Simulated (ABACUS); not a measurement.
Runs of ABACUS 3.10.1 on V. It takes space group Im-3m (No. 229, cubic). The conventional cell has a = 3.029 Å, b = 3.029 Å, c = 3.029 Å, α = 90.00°, β = 90.00°, γ = 90.00°. V (site symmetry m-3m) has 8 V at 2.62 Å as nearest neighbours. 

```csv
task,level,potentials or basis,k mesh,cutoff (eV),SCF threshold on the density,eigensolver,symmetry key,threshold of the eigensolver,path,mesh quality,gap on the mesh (eV),pressure (GPa),moment (μB)
single point,TPSS,"SG15 ONCV 1.2 PBE, plane waves",8 × 8 × 8,1320,1e-08,dav,1,-,-,coarse,none,-10.3,0.16
single point,r2SCAN,"SG15 ONCV 1.2 PBE, DZP LCAO (the cutoffs set its grid)",9 × 9 × 9,1361,1e-07,genelpa,1,-,-,not flagged,none,-7.9,0.39
single point,SCAN,"SG15 ONCV 1.2 PBE, DZP LCAO (the cutoffs set its grid)",9 × 9 × 9,1361,1e-07,genelpa,1,-,-,not flagged,none,(a),0.56
single point,B86bPBE,"PseudoDojo NC SR 0.4.1 PBE standard, plane waves",10 × 10 × 10,1143,1e-08,dav,1,-,-,not flagged,none,(b),(c)
```

Alike in all rows: spin collinear, ferromagnetic start; cell as given; smearing fermi-dirac 0.05 eV.

Question: Estimate the missing entries.

Answer: (a) -8.0; (b) -4.5; (c) 0.00.

Caveats: some runs use coarse meshes; the potentials were made for another functional, which shifts forces and pressure; the atomic orbitals were generated for these runs and aren't a published set (some runs); the basis of atomic orbitals isn't converged, which shifts pressures, moduli and gaps (some runs).

A gap of «none» marks a metal or a gap under the smearing width.
